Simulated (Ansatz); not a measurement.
InSe: equation of state with BLYP+D4

InSe:

```
CELL_PARAMETERS angstrom
2.00000 1.15470 8.44000
-2.00000 1.15470 8.44000
0.00000 -2.30940 8.44000
ATOMIC_POSITIONS crystal
In 0.88860 0.88860 0.88860
In 0.00000 0.00000 0.00000
Se 0.17190 0.17190 0.17190
Se 0.38350 0.38350 0.38350
```

```json
{"Program": "Ansatz 0.2.0", "Task": "equation of state", "Functional": "BLYP", "Dispersion": "D4", "Potentials or basis": "Ansatz PAW", "Cutoff": "420 eV", "Density cutoff": "1680 eV", "k mesh": "8 × 8 × 8", "Occupations": "fermi-dirac, width 0.05 eV", "Spin": "no spin polarisation"}
```

```
Equilibrium volume                        : 30.43 Å³/atom
Bulk modulus at fixed shape and positions : 45 GPa
Pressure derivative of the bulk modulus   : 4.8
```

Energy against volume, from the lowest point:
```tsv
volume (Å³/atom)	energy (meV/atom)
27.483	49.45
28.068	30.53
28.652	16.63
29.237	7.22
29.822	1.82
30.406	0.00
30.991	1.38
```

All runs of the series together: 2.4 min on 2 threads of Intel(R) Xeon(R) Processor @ 2.50GHz (Skylake/Cascade Lake) (shared host).

Caveat: the potentials were made for another functional, which shifts forces and pressure; the cell was scaled at fixed shape and fractional positions, which overstates the stiffness of a crystal with free parameters, most of all of layers and chains.
